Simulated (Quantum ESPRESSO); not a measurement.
BaH2:

```
CELL_PARAMETERS angstrom
4.46203 0.00000 0.00000
-2.23101 3.86423 0.00000
0.00000 0.00000 6.05529
ATOMIC_POSITIONS crystal
Ba 0.33333 0.66667 0.25000
Ba 0.66667 0.33333 0.75000
H 0.00000 0.00000 0.00000
H 0.00000 0.00000 0.50000
H 0.66667 0.33333 0.25000
H 0.33333 0.66667 0.75000
```

The cell comes from a database or a generator and needn't be the stable form of this composition.

Base run:

| Property | Result |
| --- | --- |
| Program | Quantum ESPRESSO 7.5 |
| Functional | LDA |
| Potentials or basis | GBRV 1.5 LDA |
| Cutoff | 612 eV |
| Density cutoff | 4898 eV |
| k mesh | 8 × 8 × 6 |
| Occupations | fermi-dirac, width 0.05 eV |
| Spin | no spin polarisation |

Its results: band gap on the k mesh 1.52 eV, indirect (least direct gap 2.55 eV); pressure -3.3 GPa.

Q: The run is repeated on the same cell with these changes: k mesh from 8 × 8 × 6 to 2 × 2 × 2. What comes out?

A: Band gap on the k mesh 2.18 eV, indirect (least direct gap 2.63 eV); pressure -2.4 GPa.

Caveats: some runs use coarse meshes; spin-orbit coupling is left out, which moves the levels of the heavy elements; the cell is more than 3 GPa from zero pressure, which shifts response properties (some runs); on a mesh that holds Γ this program's dielectric tensor can be off by some percent beyond the error of the mesh (some runs).

A k mesh can miss the band edges.
